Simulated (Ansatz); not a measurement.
Zr: energy along a strain

Zr, P6_3/mmc, a = 3.232 Å, c = 5.147 Å (as given, not relaxed at this level: -3.3 GPa). Ansatz: PBEsol, PAW, 420 eV, Γ-centred 18×18×10 mesh on 2 atoms, Gaussian smearing 0.15 eV; no spin polarisation. Cell vectors (Å): 3.232 0.000 0.000; -1.616 2.799 0.000; 0.000 0.000 5.147. The cell is strained by x per cent times the pattern (0 0 0 0 1 0) in the order xx yy zz yz xz xy (engineering shears), with fractional coordinates held. y is the free energy over the start, V0 = 23.281 Å³/atom. Symmetry makes y even in x.

| x (%) | y (meV/atom) |
| --- | --- |
| -6.00 | ? |
| -3.00 | 1.46 |
| 0.00 | 0.00 |
| 0.75 | 0.09 |
| 1.50 | 0.37 |
| 2.25 | 0.82 |
| 3.75 | 2.29 |
| 4.50 | 3.30 |
| 5.25 | 4.49 |

**Question.** Fit y = c2 x² + c4 x⁴ to the other rows, get the stiffness along the pattern, and predict the missing energy.

**Answer.** Least squares on the rows shown. y = 0.1625 x² + 1.734×10⁻⁵ x⁴. The clamped-ion stiffness p·C·p = 2 × 1.625 eV × 160.2 / 23.281 Å³ = 22 GPa, which is C55 in these axes (second derivative at the start, which stands under stress). At x = -6.00 the fit asked for gives 5.87 meV/atom. The run gave 5.87 meV/atom, the same to the digits shown.